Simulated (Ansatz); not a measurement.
**PbS under changes of volume**

One of the cells (24.387 Å³/atom); the others are scaled copies at fixed shape and fractional positions:

```xyz
2
Lattice="3.6537 0.0000 0.0000 0.0000 3.6537 0.0000 0.0000 0.0000 3.6537" Properties=species:S:1:pos:R:3 pbc="T T T"
Pb    0.0000    0.0000    0.0000
S     1.8268    1.8268    1.8268
```

Measurements of this composition are mostly on another form, of space group No. 225.

- Program: Ansatz 0.2.0
- Functional: PBE
- Potentials or basis: Ansatz PAW
- Cutoff: 420 eV (not typed: the program's choice for these potentials)
- k mesh: 7 × 7 × 7
- Occupations: fermi-dirac, width 0.05 eV
- Spin: no spin polarisation

```csv
volume (Å³/atom),energy over the lowest point (meV/atom),pressure (GPa)
22.924,15.74,3.5
23.411,7.06,2.2
23.899,1.89,1.1
24.387,0.00,0.0
24.874,?,?
25.362,5.49,-2.0
25.850,12.52,-2.8
```

**Question.** What does the run at 24.874 Å³/atom give?

**Answer.** Energy over the lowest point 1.25 meV/atom; pressure -1.0 GPa.

Worked out: A Birch-Murnaghan fit of order 3 (a polynomial in V^(-2/3)) to the other rows has its minimum at 24.43 Å³/atom with B0 = V·E''(V) = 51 GPa (rough, since the energies scatter). It gives 1.26 meV/atom at 24.874 Å³/atom, against the run's 1.25, and -dE/dV = -0.9 GPa, against -1.0.

Energies are extrapolated to zero smearing.
